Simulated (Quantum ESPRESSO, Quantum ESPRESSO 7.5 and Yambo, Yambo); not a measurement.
# Excitons of Sb (buckled honeycomb monolayer): kernels and approximations

Aim: the absorption spectrum of Sb (buckled honeycomb monolayer) with electron-hole interaction, and what each part of the kernel does.

Method: PBE and many-body steps on it, plane waves, in Quantum ESPRESSO 7.5 and Yambo 5.3.0.

**1. Starting point**

The cell holds 2 atoms: 2 Sb. Its edges and angles: a = 4.127 Å, b = 4.127 Å, c = 14.000 Å, α = 90.0°, β = 90.0°, γ = 120.0°. Vacuum lies along c.

The structure was relaxed with PBE. The runs that relaxed it are not among those shown. Spin-orbit coupling is left out unless a step names it.

**2. Empty states on the mesh, 6×6×1 mesh, 112 bands**

This step: Quantum ESPRESSO 7.5; DFT, PBE, plane waves, norm-conserving pseudopotentials.

The sums over transitions need many empty states on a uniform mesh; this step solves for them.

pw.in reads:

```
&control
  calculation = 'nscf'
  prefix = 'x'
  outdir = 'o'
  pseudo_dir = 'pseudo'
/
&system
  ibrav = 0
  nat = 2
  ntyp = 1
  ecutwfc = 72.0
  nbnd = 112
  force_symmorphic = .true.
/
&electrons
  conv_thr = 1e-9
  electron_maxstep = 80
  diago_full_acc = .true.
  diago_thr_init = 5e-6
/
ATOMIC_SPECIES
  Sb 121.76 Sb.upf
CELL_PARAMETERS angstrom
  4.1271537147 -0.0000000002 0.0000000000
  -2.0635768572 3.5742199623 0.0000000000
  0.0000000000 0.0000000000 14.0000000000
ATOMIC_POSITIONS crystal
  Sb 0.3333333333 0.6666666667 0.4415839531
  Sb 0.6666666667 0.3333333333 0.5584160469
K_POINTS automatic
  6 6 1 0 0 0
```

On the command line:

```sh
OMP_NUM_THREADS=1 mpirun -n 4 pw.x -nk 4 -in pw.in > pw.out
```

The log of the run:

```text
Program PWSCF v.7.5 starts

     This program is part of the open-source Quantum ESPRESSO suite
     for quantum simulation of materials; please cite
         "P. Giannozzi et al., J. Phys.:Condens. Matter 21 395502 (2009);
         "P. Giannozzi et al., J. Phys.:Condens. Matter 29 465901 (2017);
         "P. Giannozzi et al., J. Chem. Phys. 152 154105 (2020);
     in publications or presentations arising from this work. More details at

     Atomic positions and unit cell read from directory:
     o/x.save/

     Message from routine setup:
[...]
k = 0.0000 0.3849 0.0000 ( 14386 PWs)   bands (ev):

[...]
29.7380  30.3750  31.0832  31.3655  31.4830  31.6479  31.9920  32.3360
    32.4328  32.5446  33.0854  33.5197  33.6340  34.0188  34.2233  34.6954

          k =-0.0000-0.5774 0.0000 ( 14356 PWs)   bands (ev):

     [... further k-points ...]

     highest occupied, lowest unoccupied level (ev):    -0.5687    0.7370

     XML data file, pseudopotentials, collected wavefunctions

=------------------------------------------------------------------------------=
   JOB DONE.
=------------------------------------------------------------------------------=
```

The job ended after 45 s (4 MPI ranks of Arm Neoverse V1, shared host; peak memory 0.84 GiB).

Numbers from this step:

| Property | Result |
| --- | --- |
| gap | 1.306 eV |
| k of the valence top | 0, 0, 0 |
| k of the conduction bottom | 0, 0.3333, 0 |
| least direct gap | 1.560 eV |
| k points computed | 7 |
| lowest point of the top converged band, above the valence top | 34.18 eV |

On this mesh the gap is 1.306 eV.

The density comes from a self-consistent run that is not shown.

**3. Conversion and set-up**

This step: Yambo 5.3.0; conversion and set-up on PBE, plane waves, norm-conserving pseudopotentials.

The states are converted to the many-body program's format and the q mesh is built.

On the command line:

```sh
(cd o/x.save; p2y > p2y.log; mv SAVE ../..); yambo > setup.log
```

The log of the run:

```text
 Yambo, version 5.3.0

 [02] CORE Variables Setup
 =========================

  [02.01] Unit cells
  ==================

  Cell kind             :  HCP
  Atoms in the cell     :  Sb
  number of Sb atoms    :  2

  List of atomic masses
  Mass of Sb    :  121.7600

  List of atomic coordinates    : [cc]
  Sb1       : -0.20099E-09   4.5029       11.683      order 1
  Sb2       :   3.89960   2.25143  14.77355  order 2

  Alat factors          :   7.79919   6.75430  26.45617 [a.u.]
  Direct lattice volume :   1393.66    [a.u.]
  Direct lattice vectors:  A[ 1 ]  A[ 2 ]  A[ 3 ]
[...]
BZ  Q-points                                      :   36

 K/Q-points units:
 rlu = crystal or reduced units; cc = cartesian coordinates; iku = interal k-units

 Q [1]          [rlu]:  0.000000  0.000000  0.000000
 Q [2]          [rlu]: -0.16529E-16  0.16667       0.0000
 Q [3]          [rlu]: -0.33057E-16  0.33333       0.0000
 Q [4]          [rlu]:  0.49586E-16 -0.50000       0.0000
 Q [5]          [rlu]:  0.166667  0.166667  0.000000
 Q [6]          [rlu]:  0.166667  0.333333  0.000000
 Q [7]          [rlu]:  0.333333  0.333333  0.000000

  [03.01] X indexes
  =================

   [03.01.01] Sigma indexes
   ========================

 [06] Game Over & Game summary
```

Run time: 2.3 s. Hardware: 1 MPI rank; peak memory 0.26 GiB.

**4. Screening and self-energy, 6×6×1 mesh, 112 bands, screening to 129.3 eV**

G0W0 replaces the xc potential by the self-energy, built once from these orbitals. Only a window of levels is corrected, while the sums run over the empty bands that the input names.

This step: G0W0 on PBE, plane waves, norm-conserving pseudopotentials.

gw1.in reads:

```
HF_and_locXC
gw0
dyson
ppa
em1d
rim_cut
rim_w
RandQpts= 3000000
RandGvec= 100 RL
CUTGeo= "slab z"
RandGvecW= 9 RL
EXXRLvcs= 72 Ry
VXCRLvcs= 288 Ry
Chimod= "HARTREE"
% BndsRnXp
 1 | 112 |
%
NGsBlkXp= 9.5 Ry
% LongDrXp
 1 | 1 | 0 |
%
% GbndRnge
 1 | 112 |
%
DysSolver= "n"
ExtendOut
PPAPntXp= 27.21138 eV
% QPkrange
 1 | 7 | 13 | 18 |
%
```

On the command line:

```sh
OMP_NUM_THREADS=1 mpirun -n 4 yambo -F gw1.in -J gw1 -C gw1 > gw1.log
```

The log of the run:

```text
 Yambo, version 5.3.0

 [02] CORE Variables Setup
 =========================

  [... cell, symmetries and grids as in the set-up ...]

  [02.05] Energies & Occupations
  ==============================

  [X] === General ===
  [X] Electronic Temperature                        :  0.000000  0.000000 [eV K]
  [X] Bosonic    Temperature                        :  0.000000  0.000000 [eV K]
  [X] Finite Temperature mode                       : no
  [X] El. density                                   :  0.14527E+24 [cm-3]
[...]
Sc bands terminator                              : no
  Sx RL components                                 :  14423

  QP @ state[ 1 ] K range                          :   1   7
  QP @ state[ 1 ] b range                          :  13  18
  GF energies kind                                 : Perdew, Burke & Ernzerhof(X)+Perdew, Burke & Ernzerhof(C)
  GF WF`s kind                                     : Perdew, Burke & Ernzerhof(X)+Perdew, Burke & Ernzerhof(C)
  Xs energies kind                                 : Perdew, Burke & Ernzerhof(X)+Perdew, Burke & Ernzerhof(C)
  Xs WF`s kind                                     : Perdew, Burke & Ernzerhof(X)+Perdew, Burke & Ernzerhof(C)

 [14] Game Over & Game summary
```

Run time: 18 min. Hardware: 4 MPI ranks; peak memory 2.9 GiB; 73 min of CPU time.

Numbers from this step:

| Quantity | Value |
| --- | --- |
| G0W0 gap on the mesh | 2.306 eV |
| starting gap on the mesh | 1.306 eV |
| k of the valence top | 0, 0, 0 |
| k of the conduction bottom | 0, 0.3333, 0 |
| least direct G0W0 gap on the computed points | 2.690 eV |

The gap on the mesh goes from 1.31 eV to 2.31 eV, a correction of +1.00 eV.

The gap opens by 1.000 eV; the next steps shift the empty bands rigidly by 1.130 eV, the correction at the start's least direct gap.

**5. Excitons**

Optical absorption needs the electron-hole interaction, solved here in a basis of vertical transitions on the mesh.

This step: Bethe-Salpeter equation on PBE with a scissors shift, plane waves, norm-conserving pseudopotentials.

bse2.in reads:

```
optics
bss
bse
em1s
dipoles
rim_cut
rim_w
RandQpts= 3000000
RandGvec= 100 RL
CUTGeo= "slab z"
RandGvecW= 9 RL
Chimod= "HARTREE"
BSKmod= "SEX"
BSEmod= "resonant"
BSSmod= "d"
BSENGexx= 30 Ry
BSENGBlk= 6 Ry
% BSEQptR
 1 | 1 |
%
% BSEBands
 13 | 21 |
%
% BEnRange
 0 | 8 | eV
%
% BDmRange
 0.1 | 0.1 | eV
%
BEnSteps= 161
% BLongDir
 1 | 0 | 0 |
%
% BndsRnXs
 1 | 60 |
%
NGsBlkXs= 6 Ry
% LongDrXs
 1 | 1 | 0 |
%
% KfnQP_E
 1.13 | 1.0 | 1.0 |
%
WRbsWF
```

On the command line:

```sh
OMP_NUM_THREADS=1 mpirun -n 4 yambo -F bse2.in -J bse2 -C bse2 > bse2.log
```

The log of the run:

```text
 Yambo, version 5.3.0

 [02] CORE Variables Setup
 =========================

  [... cell, symmetries and grids as in the set-up ...]

  [02.05] Energies & Occupations
  ==============================

  [X] === General ===
  [X] Electronic Temperature                        :  0.000000  0.000000 [eV K]
  [X] Bosonic    Temperature                        :  0.000000  0.000000 [eV K]
  [X] Finite Temperature mode                       : no
  [X] El. density                                   :  0.14527E+24 [cm-3]
  [X] Fermi Level                                   : -0.568718 [eV]

  [X] === Gaps and Widths ===
  [X] Conduction Band Min                           :  1.305737 [eV]
  [X] Valence Band Max                              :  0.000000 [eV]
  [X] Filled Bands                                  :  15
  [X] Empty Bands                                   :   16  112
  [X] Direct Gap                                    :  1.559885 [eV]
  [X] Direct Gap localized at k                     :  1
  [X] Indirect Gap                                  :  1.305737 [eV]
  [X] Indirect Gap between kpts                     :  1  3
  [X] Last valence band width                       :  1.758542 [eV]
  [X] 1st conduction band width                     :  0.894916 [eV]

 [03] Transferred momenta grid and indexing
 ==========================================

 [BZ sampling] Q-grid is User defined and/or read from the database

 IBZ Q-points                                      :   7
 BZ  Q-points                                      :   36

 K/Q-points units:
 rlu = crystal or reduced units; cc = cartesian coordinates; iku = interal k-units

 Q [1]          [rlu]:  0.000000  0.000000  0.000000
 Q [2]          [rlu]: -0.16529E-16  0.16667       0.0000
 Q [3]          [rlu]: -0.33057E-16  0.33333       0.0000
 Q [4]          [rlu]:  0.49586E-16 -0.50000       0.0000
 Q [5]          [rlu]:  0.166667  0.166667  0.000000
 Q [6]          [rlu]:  0.166667  0.333333  0.000000
 Q [7]          [rlu]:  0.333333  0.333333  0.000000

  [03.01] X + BSE indexes
  =======================

   [03.01.01] Sigma indexes
   ========================

 [04] Coloumb potential Random Integration (RIM)
 ===============================================

 Performing RIM of v_slab

  [04.01] RIM initialization
  ==========================

  * Diagonal components only detected *

  8 x (sBL volume)        :  0.039552 [a.u.]
  sBZ random points       :  3000000
  Points outside the sBZ  :  24000829
  RL volume               :  0.177985 [a.u.]
  Integrated volume       :  0.177979 [a.u.]

  [04.02] RIM integrals
  =====================

  Gamma point sphere radius             :  0.036404 [a.u.]
  Points outside the sphere             :  2398884
  [Int_sBZ(q=0) 1/q^2]*(Vol_sBZ)^(-1/3) =:  7.385834
                                 should be <:  7.795600

  Summary of Coulomb integrals for non-metallic bands |Q|[au] RIM/Bare

  Q [1] 0.100000E-4 0.947436 * Q [2] 0.155042 0.954387
  Q [5] 0.268540 1.010257 * Q [3] 0.310083 1.014493
  Q [6] 0.410202 1.014737 * Q [4] 0.465125 1.013090
  Q [7] 0.537080 1.010659
  Non-periodic chartesian directions : none
  Optical renormalization            :  26.45617 [au]
  Polarizability dimension           : length

 [05] Coloumb potential CutOffslab
 =================================

 Cut directionsZ
 Slab Cutoff:Z
 Symmetry test passed : yes

 [WARNING] [Xs] User bands 1-60 break level degeneracy

 [06] External/Internal QP corrections
 =====================================

 [QP_apply] Action to be applied: USER defined scissor

  [06.01]  QP corrections report
  ==============================

  [K+QP] === General ===
  [K+QP] Electronic Temperature                     :  0.000000  0.000000 [eV K]
  [K+QP] Bosonic    Temperature                     :  0.000000  0.000000 [eV K]
  [K+QP] Finite Temperature mode                    : no
  [K+QP] El. density                                :  0.14527E+24 [cm-3]
  [K+QP] Fermi Level                                :  0.000000 [eV]

[...]
=============================

 [WR./bse2//ndb.em1s]------------------------------------------------------------
  Brillouin Zone Q/K grids (IBZ/BZ)                :    7   36    7   36
  RL vectors                                       :  17175 [WF]
  Coulomb cutoff potential                         : slab z
  Electronic Temperature                           :  0.000000 [K]
  Bosonic    Temperature                           :  0.000000 [K]
  Static diel. fun.  energies                      : Perdew, Burke & Ernzerhof(X)+Perdew, Burke & Ernzerhof(C)
  wavefunctions                                    : Perdew, Burke & Ernzerhof(X)+Perdew, Burke & Ernzerhof(C)
  Global Gauge                                     : length
  X matrix size                                    :  315
  X band range                                     :    1   60
  X e/h energy range                               : -1.000000 -1.000000 [eV]
  X Time ordering                                  : T
  X Hxc Kernel                                     : HARTREE
  X Drude frequency                                :  0.000000  0.000000
  X poles                                          :  100.0000 [o/o]
  RL vectors in the sum                            :  17175
  [r,Vnl] included                                 : yes
  Field direction                                  :  0.707107E-5  0.707107E-5   0.00000
  BZ energy Double Grid                            : no
  BZ energy DbGd points                            : 0
  BZ Q point size factor                           : -1.000000
  X Optical Averaged directions                    : none

 [09] Bethe Salpeter Equation driver
 ===================================

 [WARNING] Coulomb cutoff at q=0. Default/Suggested Lkind= bar

  [09.01] Bethe Salpeter Equation @q1
  ===================================

   [09.01.01] Transition pre-analysis @q1
   ======================================

   [09.01.02] Transition Groups build-up @q1
   =========================================

   [BSK] Transition groups (total):  14
   [BSK] Size (resonant):   648
   [BSK]         (total):   648
   [BSK] N. of matrices :  1

   [09.01.03] Loading Dipoles @q1
   ==============================

   [09.01.04] Independent Particles properties @q1
   ===============================================

   Optical renormalization       :  26.45617 [a.u.]
   Polarizability dimension      : length

   ==========================================================

   [BSE] Exchange components :   3875
   [BSE] Correlation components :   315  1523

    [09.01.05.01] RIM-W interpolation
    =================================

    [WARNING] RIM-W works only for 2D semiconductors with slab cutoff
    Found compatible q grid: 2D
    q_min[ 1 ]:  0.16667      0.18706E-11   0.0000     [rlu]
     0.166667  0.083333  0.000000 [iku]
    q_min[ 2 ]:  0.16529E-16  0.16667       0.0000     [rlu]
     0.93261E-11  0.16667       0.0000     [iku]
    G-vectors :  13
    G-vectors loaded:  139
    Number of interpolated frequencies:  1

    Evaluating coefficients q = 0

    [09.01.05.02] RIM-W integrals
    =============================

    8 x (sBL volume)        :  0.039552 [a.u.]
    sBZ random points       :  3000000
    Points outside the sBZ  :  24000829
    RL volume               :  0.177985 [a.u.]
    Integrated volume       :  0.177979 [a.u.]

    [09.01.05.03] RIM integrals
    ===========================

    Comparison between head Wc = W - v averages: < Wc > [au] RIM-W/RIM

     < -Wc [Q = 1] > 0.345930E-1 0.530369E-4 * < -Wc [Q = 2] > 0.005605 0.005453
     < -Wc [Q = 3] > 0.001109 0.001088 * < -Wc [Q = 4] > 0.379125E-3 0.374983E-3
     < -Wc [Q = 5] > 0.001605 0.001574 * < -Wc [Q = 6] > 0.542107E-3 0.536922E-3
     < -Wc [Q = 7] > 0.255028E-3 0.253482E-3

    Comparison between head Wc = W - v averages: < Wc > [au] RIM-W/RIM

     < -Wc [G = 1,G`=0] > 0.345930E-1 0.530369E-4 * < -Wc [G = 2,G`=0] >-0.001566 0.000000
     < -Wc [G = 3,G`=0] >-0.001566 0.000000 * < -Wc [G = 4,G`=0] > 0.194795E-4  0.00000
     < -Wc [G = 5,G`=0] > 0.194941E-4  0.00000 * < -Wc [G = 6,G`=0] > 0.690520E-4  0.00000
     < -Wc [G = 7,G`=0] > 0.690340E-4  0.00000 * < -Wc [G = 8,G`=0] >-0.480435E-5  0.00000
     < -Wc [G = 9,G`=0] >-0.522763E-5  0.00000 * < -Wc [G = 10,G`=0] >-0.487214E-5  0.00000
     < -Wc [G = 11,G`=0] >-0.497529E-5  0.00000 * < -Wc [G = 12,G`=0] >-0.537040E-5  0.00000
     < -Wc [G = 13,G`=0] >-0.505183E-5  0.00000

    [09.01.05.04] Screened interaction header I/O
    =============================================

    [09.01.05.05] Main kernel loop
    ==============================

    [09.01.05.06] Wave-Function Phases
    ==================================

    [BSE] WF phases found       :  77.51323 [o/o]

   [09.01.06] BSE solver(s) @q1
   ============================

   [09.01.07] Diago Solver @q1
   ===========================

 [12] Game Over & Game summary
```

The job ended after 90 s (4 MPI ranks; peak memory 2.5 GiB).

Numbers from this step:

```
transitions in the window                                      : 648
direct gap of the transition levels                            : 2.690 eV
lowest state                                                   : 1.894 eV
first strong exciton (over a fiftieth of the strongest listed) : 1.894 eV
binding of the lowest state below the direct gap               : 0.7960 eV
```

The lowest state lies at 1.894 eV, 0.796 eV under the direct gap.

Lines within 3 meV are set at the lowest of them, and the highest group, which the list may cut short, is left out. Lines of the exciton spectrum (strongest = 100):

```csv
position (eV),lines merged,"strength, relative"
1.894,2,96
2.405,2,33
2.452,2,0.0
2.461,1,0.0
2.477,1,0.0
2.492,1,0.0
2.571,1,0.0
2.584,2,5.5
2.600,1,2.9
2.629,2,100
2.641,2,30
2.657,1,0.0
2.664,1,0.0
2.672,1,0.0
2.678,1,0.0
```

The Im polarisability of the sheet has structure finer than the step of the table below, so its rows give means over 0.25 eV, whole bins alone (the curve runs from 0 to 8 eV). Peaks (eV: height): BSE 1.900: 41.3, 2.650: 59.5, 3.500: 30.9; no electron-hole interaction 2.700: 28.8, 3.450: 47.5, 3.700: 38.1, 4.350: 35.5, 5.500: 11.9.

Sheet polarisability (bohr); field along x; broadening 0.1 eV; transition window only. Limits: finite bands, cutoff and mesh; exchange with frozen shells missing; no spin-orbit coupling; exciton not shown settled in the k mesh. The Im polarisability of the sheet by photon energy; means over each step:

```csv
photon energy (eV),BSE,no electron-hole interaction
0.25,0.354,0.165
0.50,0.459,0.194
0.75,0.624,0.233
1.00,0.917,0.286
1.25,1.54,0.362
1.50,3.50,0.477
1.75,17.8,0.672
2.00,23.7,1.06
2.25,13.3,2.14
2.50,36.3,8.89
2.75,36.1,19.5
3.00,19.2,7.20
3.25,12.2,17.8
3.50,23.9,37.9
3.75,7.93,30.3
4.00,5.54,14.0
4.25,6.90,22.7
4.50,4.94,18.1
4.75,7.89,7.35
5.00,4.21,9.57
5.25,3.47,6.06
5.50,2.63,9.62
5.75,2.46,5.77
6.00,1.95,4.53
6.25,1.24,5.70
6.50,1.17,3.71
6.75,2.23,3.09
7.00,3.52,1.54
7.25,2.24,1.14
7.50,1.09,2.03
7.75,0.650,3.25
```

(Continued in part 2 of 3.)

[Paths, hosts, dates, memory and timing lines, banners, echoed tables and standing remarks are left out of the program output.]

[Logs are printed without paths, hosts, clocks, repeated set-up lines and the standing remarks that a program may print on its own settings, such as how far it seeks lower states.]

[Runs of the session that timed out or met a known fault of the program may be left out.]

[Hosts, paths, dates, database ids (printed as entryN), source tags and the programs' standing remarks are cut or masked in the printed files.]
